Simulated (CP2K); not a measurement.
Runs of CP2K 2026.2 on NbP. It takes space group I4_1md (No. 109, tetragonal). Conventional cell: a = 3.350 Å, b = 3.350 Å, c = 11.480 Å, α = 90.00°, β = 90.00°, γ = 90.00°. Nb (site symmetry 2mm) is surrounded by 6 P at 2.55 Å. Around P (site symmetry 2mm) lie 6 Nb at 2.55 Å. The cell is a database's computed one.

| task | level | potentials or basis | cell | k mesh | smearing | EPS_DEFAULT | MIXING BETA (1/bohr) | NGRIDS | REL_CUTOFF (Ry) | CUTOFF of the grids | gap on the mesh (eV) | pressure (GPa) | largest force (eV/Å) |
| --- | --- | --- | --- | --- | --- | --- | --- | --- | --- | --- | --- | --- | --- |
| single point | RPBE | GTH_POTENTIALS Nb GTH-PBE-q13, P GTH-PBE-q5; DZVP-MOLOPT-SR-GTH basis | as given | 9 × 9 × 9 | fermi-dirac 0.0259 eV | 1.0E-9 | 1.5 | 5 | 60 | 450 Ry | none | (b) | - |
| relaxation of cell and atoms | PBEsol | POTENTIAL_UZH Nb GTH-PBE-q13, P GTH-PBE-q5; TZVP-MOLOPT-PBE-GTH basis | relaxed | 9 × 9 × 9 | fermi-dirac 0.0259 eV | 1.0E-9 | 1.5 1/bohr | 5 | 60 Ry | 450 Ry | none | -0.1 | 0.23 |
| band structure | LDA | GTH_POTENTIALS Nb GTH-PADE-q13, P GTH-PADE-q5; DZVP-MOLOPT-PBE-GTH basis | as given | 8 × 8 × 8 | fermi-dirac 0.05 eV | 1.0E-10 | 1.5 1/bohr | 4 | 60 Ry | 450 Ry | none | (a) | 0.02 |
| relaxation of cell and atoms | LDA | GTH_POTENTIALS Nb GTH-PADE-q13, P GTH-PADE-q5; TZVP-MOLOPT-PBE-GTH basis | relaxed | 9 × 9 × 9 | fermi-dirac 0.05 eV | 1.0E-9 | 1.5 1/bohr | 5 | 60 Ry | 450 Ry | none | -0.3 | 0.39 |
| single point | PBE | POTENTIAL_UZH Nb GTH-PBE-q13, P GTH-PBE-q5; TZVP-MOLOPT-PBE-GTH basis | as given | 11 × 11 × 11 | fermi-dirac 0.05 eV | 1.0E-10 | 1.5 1/bohr | 5 | 60 Ry | 450 Ry | none | 0.2 | 0.02 |
| band structure | PBEsol | POTENTIAL_UZH Nb GTH-PBE-q13, P GTH-PBE-q5; DZVP-MOLOPT-PBE-GTH basis | as given | 8 × 8 × 8 | fermi-dirac 0.1 eV | 1.0E-10 | 1.5 1/bohr | 4 | 60 Ry | 450 Ry | none | -3.8 | 0.02 |
| band structure | PBE | GTH_POTENTIALS Nb GTH-PBE-q13, P GTH-PBE-q5; DZVP-MOLOPT-SR-GTH basis | as given | 8 × 8 × 8 | fermi-dirac 0.05 eV | 1.0E-10 | 1.5 1/bohr | 4 | 60 Ry | 450 Ry | none | -0.8 | 0.01 |
| band structure | r2SCAN | POTENTIAL_UZH Nb GTH-SCAN-q13, P GTH-SCAN-q5; DZVP-MOLOPT-SCAN-GTH basis | as given | 8 × 8 × 8 | fermi-dirac 0.01 eV | 1.0E-9 | 1.5 1/bohr | 5 | 60 Ry | 675 Ry | none | -0.1 | 0.01 |

Alike in all rows: no spin polarisation.

**Question.** Estimate the missing entries.

**Answer.** (a) -9.5; (b) 1.0.

Caveats: the basis of atomic orbitals isn't converged, which shifts pressures, moduli and gaps; the potentials were made for another functional, which shifts forces and pressure (some runs); more than 0.5 GPa of stress was left at the end, so the final cell isn't listed (some runs).

A k mesh can miss the band edges, and the runs leave out spin-orbit coupling on Nb.

A gap of «none» marks a metal or a gap under the smearing width.

Not every run made on this cell is shown here.
